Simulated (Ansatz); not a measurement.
SnTe:

```
Te Sn
1.0
     0.00000    3.15085    3.15085
     3.15085    0.00000    3.15085
     3.15085    3.15085    0.00000
Te Sn
1 1
Direct
  0.50000 0.50000 0.50000
  0.00000 0.00000 0.00000
```

| Property | Result |
| --- | --- |
| Program | Ansatz 0.2.0 |
| Task | relaxation of cell and atoms |
| Functional | BLYP |
| Potentials or basis | Ansatz PAW |
| Cutoff | 420 eV (not typed: the program's choice for these potentials) |
| k mesh | 7 × 7 × 7 |
| Occupations | fermi-dirac, width 0.05 eV |
| Spin | no spin polarisation |

At the start: volume 31.28 Å³/atom.

Question: Where does the relaxation end?

Answer: It ends after 6 steps and the volume is 35.88 Å³/atom (+14.7 %); space group Fm-3m (No. 225, to 0.05 Å).

Step by step:
```csv
step,energy change (eV),largest force (eV/Å),volume (Å³)
1,0.0000,0.0000,62.56
2,-0.1527,0.0000,72.29
3,-0.1531,0.0000,71.89
4,-0.1543,0.0000,71.89
5,-0.1543,0.0000,71.76
6,-0.1543,0.0000,71.76
```

Final structure:
```cif
data_structure
_symmetry_space_group_name_H-M 'P 1'
_symmetry_Int_Tables_number 1
_cell_length_a 4.6644
_cell_length_b 4.6644
_cell_length_c 4.6644
_cell_angle_alpha 60.000
_cell_angle_beta 60.000
_cell_angle_gamma 60.000
_cell_volume 71.76
loop_
_atom_site_label
_atom_site_type_symbol
_atom_site_fract_x
_atom_site_fract_y
_atom_site_fract_z
_atom_site_occupancy
Te1 Te 0.50000 0.50000 0.50000 1
Sn1 Sn 0.00000 0.00000 0.00000 1
```

Caveat: the plane-wave basis is chosen anew once the cell has moved, so the energies of steps on either side of that aren't comparable; the volume moved by +15 % from the deposited cell, more than functionals usually miss; the PAW data sets come from PBE, with cores solved anew for the run's functional, which leaves a small shift of forces and pressure.
